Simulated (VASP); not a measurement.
# VASP 6.6.1, PBE relaxation of cell and atoms, PbSe (zincblende)

INCAR

```
LWAVE = .FALSE.
IBRION = 2
NSW = 40
ISMEAR = -1
LCHARG = .FALSE.
LREAL = .FALSE.
NELM = 120
ENCUT = 600
NBANDS = 17
GGA = PE
LASPH = .TRUE.
EDIFF = 1E-7
PREC = Accurate
ISIF = 3
SIGMA = 0.02
EDIFFG = -5E-3
```

KPOINTS

```
KPOINTS created by Atomic Simulation Environment
0
Gamma
6 6 6
0 0 0
```

POSCAR

```
Pb Se
 1.0000000000000000
     0.0000000000000000    3.0486403613999999    3.0486403613999999
     3.0486403613999999    0.0000000000000000    3.0486403613999999
     3.0486403613999999    3.0486403613999999    0.0000000000000000
 Pb  Se
   1   1
Cartesian
  0.0000000000000000  0.0000000000000000  0.0000000000000000
  1.5243201807000000  1.5243201807000000  1.5243201807000000
```

VASP ran with the recommended PBE PAW datasets (20 valence electrons in the cell).

Command

```
mpirun -np 1 vasp_std
```

OSZICAR

```
N       E                     dE             d eps       ncg     rms          rms(c)
DAV:   1     0.168178870142E+03    0.16818E+03   -0.97212E+03   544   0.121E+03
DAV:   2     0.622037436329E+01   -0.16196E+03   -0.15646E+03   563   0.304E+02
DAV:   3    -0.791842329650E+01   -0.14139E+02   -0.14041E+02   687   0.954E+01
DAV:   4    -0.829429588548E+01   -0.37587E+00   -0.37557E+00   638   0.191E+01
DAV:   5    -0.830753154838E+01   -0.13236E-01   -0.13235E-01   757   0.338E+00    0.302E+00
DAV:   6    -0.783735634618E+01    0.47018E+00   -0.12811E+00   805   0.648E+00    0.168E+00
DAV:   7    -0.783271476746E+01    0.46416E-02   -0.16187E-01   568   0.173E+00    0.895E-01
DAV:   8    -0.783850106545E+01   -0.57863E-02   -0.18673E-02   598   0.144E+00    0.142E-01
DAV:   9    -0.783859102112E+01   -0.89956E-04   -0.58601E-03   716   0.584E-01    0.104E-01
DAV:  10    -0.783902371763E+01   -0.43270E-03   -0.67716E-04   549   0.179E-01    0.346E-02
DAV:  11    -0.783913987689E+01   -0.11616E-03   -0.21875E-04   626   0.110E-01    0.165E-02
DAV:  12    -0.783915556780E+01   -0.15691E-04   -0.36354E-05   597   0.528E-02    0.496E-03
DAV:  13    -0.783915723057E+01   -0.16628E-05   -0.19018E-06   622   0.121E-02    0.266E-03
DAV:  14    -0.783915767140E+01   -0.44083E-06   -0.11744E-06   591   0.760E-03    0.231E-04
DAV:  15    -0.783915767584E+01   -0.44342E-08   -0.60184E-08   561   0.151E-03
   1 F= -.78391577E+01 E0= -.78391577E+01  d E =-.783916E+01
```

From OUTCAR

```
k-points           NKPTS =     16   k-points in BZ     NKDIM =     16   number of bands    NBANDS=     17

   NELECT =      20.0000    total number of electrons

   dimension x,y,z NGX =    40 NGY =   40 NGZ =   40
   dimension x,y,z NGXF=    80 NGYF=   80 NGZF=   80

  energy-cutoff  :      600.00
  volume of cell :       82.11
      direct lattice vectors                 reciprocal lattice vectors
     0.000000000  3.449822894  3.449822894    -0.144934976  0.144934976  0.144934976
     3.449822894  0.000000000  3.449822894     0.144934976 -0.144934976  0.144934976
     3.449822894  3.449822894  0.000000000     0.144934976  0.144934976 -0.144934976

 k-points in reciprocal lattice and weights: KPOINTS created by Atomic Simulation Env
   0.00000000  0.00000000  0.00000000       0.005
   0.16666667  0.00000000  0.00000000       0.037
   0.33333333  0.00000000  0.00000000       0.037
   0.50000000  0.00000000  0.00000000       0.019
   0.16666667  0.16666667  0.00000000       0.028
   0.33333333  0.16666667  0.00000000       0.111
   0.50000000  0.16666667  0.00000000       0.111
  -0.33333333  0.16666667  0.00000000       0.111
   ...

 E-fermi :   2.4375

 k-point     1 :       0.0000    0.0000    0.0000
  band No.  band energies     occupation
      1     -14.6423      2.00000
      2     -14.6423      2.00000
      3     -14.6423      2.00000
      4     -14.6153      2.00000
      5     -14.6153      2.00000
      6     -10.5067      2.00000
      7      -4.2913      2.00000
      8       0.5878      2.00000
      9       0.5878      2.00000
     10       0.5878      2.00000
     11       4.2698      0.00000
     12       4.2698      0.00000
     13       4.2698      0.00000
     14       6.8545      0.00000
     15      10.3573      0.00000
     16      10.3573      0.00000
     17      11.1683      0.00000

 k-point     2 :       0.1667    0.0000    0.0000
  band No.  band energies     occupation
      1     -14.6479      2.00000
      2     -14.6402      2.00000
      3     -14.6402      2.00000
      4     -14.6151      2.00000
      5     -14.6151      2.00000
      6     -10.3855      2.00000
      7      -4.6505      2.00000
      8       0.4381      2.00000
      9       0.4381      2.00000
     10       0.5652      2.00000
     11       4.2219      0.00000
     12       4.5185      0.00000
     13       4.5185      0.00000
     14       7.9000      0.00000
     15       9.6647      0.00000
     16       9.6647      0.00000
     17      10.5740      0.00000

 k-point     3 :       0.3333    0.0000    0.0000
  band No.  band energies     occupation
      1     -14.6591      2.00000
      2     -14.6368      2.00000
      3     -14.6368      2.00000
      4     -14.6140      2.00000
      5     -14.6140      2.00000
      6     -10.1089      2.00000
      7      -5.3397      2.00000
      8       0.1848      2.00000
      9       0.1848      2.00000
     10       0.3380      2.00000
     11       4.8949      0.00000
     12       4.8949      0.00000
     13       4.9841      0.00000
     14       8.6319      0.00000
     15       9.7486      0.00000
     16       9.7486      0.00000
     17      10.8782      0.00000

 k-point     4 :       0.5000    0.0000    0.0000
  band No.  band energies     occupation
      1     -14.6646      2.00000
      2     -14.6355      2.00000
      3     -14.6355      2.00000
      4     -14.6130      2.00000
      5     -14.6130      2.00000
      6      -9.9472      2.00000
      7      -5.6854      2.00000
      8       0.0747      2.00000
      9       0.0747      2.00000
     10       0.1928      2.00000
     11       5.0175      0.00000
     12       5.0175      0.00000
     13       5.7340      0.00000
     14       8.6801      0.00000
     15      10.0104      0.00000
     16      10.4861      0.00000
     17      10.4861      0.00000

 k-point     5 :       0.1667    0.1667    0.0000
  band No.  band energies     occupation
      1     -14.6523      2.00000
      2     -14.6380      2.00000
      3     -14.6380      2.00000
      4     -14.6165      2.00000
      5     -14.6139      2.00000
      6     -10.3441      2.00000
      7      -4.7550      2.00000
      8       0.2064      2.00000
      9       0.2064      2.00000
     10       1.0173      2.00000
     11       3.5875      0.00000
     12       4.9072      0.00000
     13       4.9072      0.00000
     14       8.2117      0.00000
     15       8.6227      0.00000
     16      10.6033      0.00000
     17      11.8190      0.00000

 k-point     6 :       0.3333    0.1667    0.0000
  band No.  band energies     occupation
      1     -14.6617      2.00000
      2     -14.6350      2.00000
      3     -14.6342      2.00000
      4     -14.6169      2.00000
      5     -14.6127      2.00000
      6     -10.1139      2.00000
      7      -5.3037      2.00000
      8      -0.2424      2.00000
      9      -0.0597      2.00000
     10       1.2321      2.00000
     11       3.7005      0.00000
     12       5.3853      0.00000
     13       5.3966      0.00000
     14       8.3102      0.00000
     15       9.5143      0.00000
     16      10.5923      0.00000
     17      11.5958      0.00000

 k-point     7 :       0.5000    0.1667    0.0000
  band No.  band energies     occupation
      1     -14.6673      2.00000
      2     -14.6341      2.00000
      3     -14.6327      2.00000
      4     -14.6152      2.00000
      5     -14.6125      2.00000
      6      -9.8976      2.00000
      7      -5.7467      2.00000
      8      -0.6672      2.00000
      9      -0.1207      2.00000
     10       1.2138      2.00000
     11       4.4615      0.00000
     12       5.4714      0.00000
     13       5.6345      0.00000
     14       8.8232      0.00000
     15       9.6794      0.00000
     16      10.6508      0.00000
     17      10.8229      0.00000

 k-point     8 :      -0.3333    0.1667    0.0000
  band No.  band energies     occupation
      1     -14.6647      2.00000
      2     -14.6346      2.00000
      3     -14.6341      2.00000
      4     -14.6144      2.00000
      5     -14.6137      2.00000
      6      -9.9540      2.00000
      7      -5.6368      2.00000
      8      -0.6878      2.00000
      9       0.0622      2.00000
     10       1.1476      2.00000
     11       4.7388      0.00000
     12       5.1762      0.00000
     13       5.3240      0.00000
     14       9.1615      0.00000
     15       9.4317      0.00000
     16       9.9694      0.00000
     17      11.1543      0.00000

 k-point     9 :      -0.1667    0.1667    0.0000
  band No.  band energies     occupation
      1     -14.6558      2.00000
      2     -14.6379      2.00000
      3     -14.6366      2.00000
      4     -14.6157      2.00000
      5     -14.6139      2.00000
      6     -10.2088      2.00000
      7      -5.0940      2.00000
      8      -0.2353      2.00000
      9       0.3493      2.00000
     10       0.9468      2.00000
     11       4.1886      0.00000
     12       4.7036      0.00000
     13       5.1252      0.00000
     14       8.9852      0.00000
     15       9.0362      0.00000
     16       9.5555      0.00000
     17      11.7420      0.00000

 k-point    10 :       0.3333    0.3333    0.0000
  band No.  band energies     occupation
      1     -14.6716      2.00000
      2     -14.6295      2.00000
      3     -14.6295      2.00000
      4     -14.6193      2.00000
      5     -14.6112      2.00000
      6      -9.9634      2.00000
      7      -5.6012      2.00000
      8      -0.3649      2.00000
      9      -0.3649      2.00000
     10       1.5500      2.00000
     11       2.9915      0.00000
     12       6.1635      0.00000
     13       6.1635      0.00000
     14       7.6811      0.00000
     15      10.4612      0.00000
     16      11.2823      0.00000
     17      13.1683      0.00000

 k-point    11 :       0.5000    0.3333    0.0000
  band No.  band energies     occupation
      1     -14.6758      2.00000
      2     -14.6286      2.00000
      3     -14.6274      2.00000
      4     -14.6190      2.00000
      5     -14.6109      2.00000
      6      -9.7894      2.00000
      7      -5.9177      2.00000
      8      -0.7810      2.00000
      9      -0.4526      2.00000
     10       1.7363      2.00000
     11       3.3491      0.00000
     12       6.2151      0.00000
     13       6.4068      0.00000
     14       8.1023      0.00000
     15      10.2294      0.00000
     16      11.1655      0.00000
     17      12.4627      0.00000

 ...

  Total        0.0061108      0.0061108      0.0061108     -0.0000000     -0.0000000     -0.0000000
  in kB        0.1192301      0.1192301      0.1192301     -0.0000000     -0.0000000     -0.0000000
  external PRESSURE =       0.1192301 kB  Pullay stress =       0.0000000 kB

 POSITION                                       TOTAL-FORCE (eV/Angst)
 -----------------------------------------------------------------------------------
      0.00000      0.00000      0.00000        -0.000000     -0.000000     -0.000000
      1.72491      1.72491      1.72491         0.000000      0.000000      0.000000
 -----------------------------------------------------------------------------------
    total drift:                                0.000000      0.000000      0.000000

  FREE ENERGIE OF THE ION-ELECTRON SYSTEM (eV)
  ---------------------------------------------------
  free  energy   TOTEN  =        -7.8391576758 eV

  energy  without entropy=       -7.8391576757  energy(sigma->0) =       -7.83915768
```

CONTCAR

```
Pb Se
   1.00000000000000
     0.0000000000000000    3.4498228944455707    3.4498228944455707
     3.4498228944455707    0.0000000000000000    3.4498228944455707
     3.4498228944455707    3.4498228944455707    0.0000000000000000
  Pb              Se
     1     1
Direct
     0.0000000000000000    0.0000000000000000    0.0000000000000000
     0.2500000000000000    0.2500000000000000    0.2500000000000000

  0.00000000E+00  0.00000000E+00  0.00000000E+00
  0.00000000E+00  0.00000000E+00  0.00000000E+00
```

```yaml
relaxed_cell_vector_lengths: 4.879, 4.879, 4.879 Å
relaxed_cell_volume: 82.11 Å³
```

The run was restarted once from its relaxed cell; OSZICAR and OUTCAR are the second run's.

The run (the restart alone) took about 14 s on one core of a shared host (Intel Xeon 6975P-C) and held 0.25 GiB at most.
